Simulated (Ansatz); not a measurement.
# SnSe: a single-point run

The task is a single-point run on SnSe. The structure is shown as the input types it.

The COD cell was measured well above room temperature, so it is larger than a cold one.

Program: Ansatz 0.2.0. Level of theory: density functional or hybrid calculation with the settings of its input, plane waves (as first typed). These are calculated values, not measurements.

3 further runs of the same task are left out: 1 for a known fault of the program, 2 that didn't finish.

## Step 1: The system as given

It takes space group Cmcm (No. 63, orthorhombic). The conventional cell has a = 4.247 Å, b = 11.808 Å, c = 4.229 Å, α = 90.00°, β = 90.00°, γ = 90.00°. Sn (site symmetry m2m) has 5 Se at 2.70 to 3.01 Å as nearest neighbours. Se (site symmetry m2m) is surrounded by 5 Sn at 2.70 to 3.01 Å.

As a file:

```
CELL_PARAMETERS angstrom
2.12367 -5.90403 0.00000
2.12367 5.90403 0.00000
0.00000 0.00000 4.22886
ATOMIC_POSITIONS crystal
Sn 0.87410 0.12590 0.25000
Sn 0.12590 0.87410 0.75000
Se 0.64510 0.35490 0.25000
Se 0.35490 0.64510 0.75000
```

## Step 2: Running it

The input, input.yaml:

```yaml
crystal:
  lattice:
    - [2.1236688901, -5.9040305021, 0.0]
    - [2.1236688901, 5.9040305021, 0.0]
    - [0.0, 0.0, 4.228862499]
  atoms:
    - { symbol: Sn, position: [0.8740995155, 0.1259004845, 0.25] }
    - { symbol: Sn, position: [0.1259004845, 0.8740995155, 0.75] }
    - { symbol: Se, position: [0.6451033442, 0.3548966558, 0.25] }
    - { symbol: Se, position: [0.3548966558, 0.6451033442, 0.75] }
kpoints:
  mp_grid: { grid: [1, 1, 1] }
hamiltonian:
  xc: r2scan
scf:
  occupations: { method: fixed }
  n_extra_bands: 5
output:
  forces: true
  stress: true
  eigenvalues: true
```

Run with:

```console
$ ansatz run input.yaml --threads 4 --pin off --max-ram 3686MiB --backend cpu --events-out ev --progress --plain --runs-dir out
```

Q: Will this input give a usable result? If not, why, and what should change?

This run ends as converged. It gives a largest force of 2.7 eV/Å, which is large; a structure far from rest gives such values too, whatever the setting.

In the input, kpoints.mp_grid.grid is [1, 1, 1]. One k-point can't sample the Brillouin zone of so small a cell.

To check: set kpoints.mp_grid.grid to [4, 4, 4].
